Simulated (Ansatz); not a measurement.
# InP: further runs on the relaxed cell

The task here is to estimate one member of a computed series from the others.

The COD entry's cell or inner coordinates are ideal or old and differ from later refinements, so a difference from it is no clean test against experiment.

Program: Ansatz 0.2.0. Level of theory: DFT PBE, scalar-relativistic, plane waves, PAW. These are calculated values, not measurements.

## The system as given

It takes space group F-43m (No. 216, cubic). The conventional cell has a = 5.960 Å, b = 5.960 Å, c = 5.960 Å, α = 90.00°, β = 90.00°, γ = 90.00°. In (site symmetry -43m) has 4 P at 2.58 Å as nearest neighbours. P (site symmetry -43m) has 4 In at 2.58 Å as nearest neighbours.

As a file:

```
In P
1.0
     0.00000    2.98003    2.98003
     2.98003    0.00000    2.98003
     2.98003    2.98003    0.00000
In P
1 1
Cartesian
  0.0000 0.0000 0.0000
  4.4701 4.4701 4.4701
```

It is the result of an earlier relaxation at this level (volume 26.46 Å³/atom; gap on the mesh: 0.44 eV).

The first run:

The input, input.yaml:

```yaml
crystal:
  lattice:
    - [0.0, 2.9800342108, 2.9800342108]
    - [2.9800342108, 0.0, 2.9800342108]
    - [2.9800342108, 2.9800342108, 0.0]
  atoms:
    - { symbol: In, position: [0.0, 0.0, 0.0] }
    - { symbol: P, position: [0.25, 0.25, 0.25] }
basis:
  ecutwfc: 420
kpoints:
  mp_grid: { grid: [10, 10, 10] }
  band_path:
    path:
      - [[0.0, 0.0, 0.0], [-0.5, -0.5, 0.0], [-0.375, -0.375, 0.25]]
      - [[-0.375, 0.0, 0.375], [0.0, 0.0, 0.0], [0.0, 0.0, 0.5], [-0.5, -0.25, 0.25], [-0.5, -0.5, 0.0]]
    npoints: 14
hamiltonian:
  xc: pbe
scf:
  occupations: { method: gaussian, width: 0.02 }
  n_extra_bands: 6
output:
  forces: true
  stress: true
  eigenvalues: true
  populations: true
  dos: { projected: true, de: 0.02, nscf_kmesh: { grid: [15, 15, 15] } }
  bader: true
  write_density: true
  write_potential: true
  elf: true
  volumetric_format: npy
```

Launch:

```console
ansatz run input.yaml --threads 1 --pin off --max-ram 2560MiB --backend cpu --events-out ev --progress --plain --runs-dir out
```

Among the steps run: Static run: bands, density of states and charges; Levels beside the edges; Volume × 0.97; Volume × 1.03; Point at V/V0 = 0.94; The cell scaled to 1.06 of its volume.

One of the session's tables, all rows but one given; the rest of the session is left out.

It belongs to the step «Equation of state». 

| volume (Å³/atom) | energy above the lowest point (meV/atom) | pressure (GPa) | gap on the mesh (eV) |
| --- | --- | --- | --- |
| 24.877 | 19.7 | 4.23 | 0.78 |
| 25.671 | 4.6 | 1.92 | 0.61 |
| 26.465 | 0.0 | -0.02 | 0.44 |
| 27.258 | ? | ? | ? |
| 28.052 | 16.0 | -3.03 | 0.12 |

Q: Estimate the row for volume (Å³/atom) = 27.258 from the others.

Worked estimate for «energy above the lowest point (meV/atom)». A straight line through the neighbours (26.465, 0.0) and (28.052, 16.0) gives 0.0 + (16.0 − 0.0) × (27.258 − 26.465) / (28.052 − 26.465) = 8.0; a parabola fitted to 3 rows on both sides gives 3.8.

As computed: energy above the lowest point (meV/atom): 4.3; pressure (GPa): -1.66; gap on the mesh (eV): 0.28. In «energy above the lowest point (meV/atom)» the line misses by +3.7 and the parabola by -0.5.
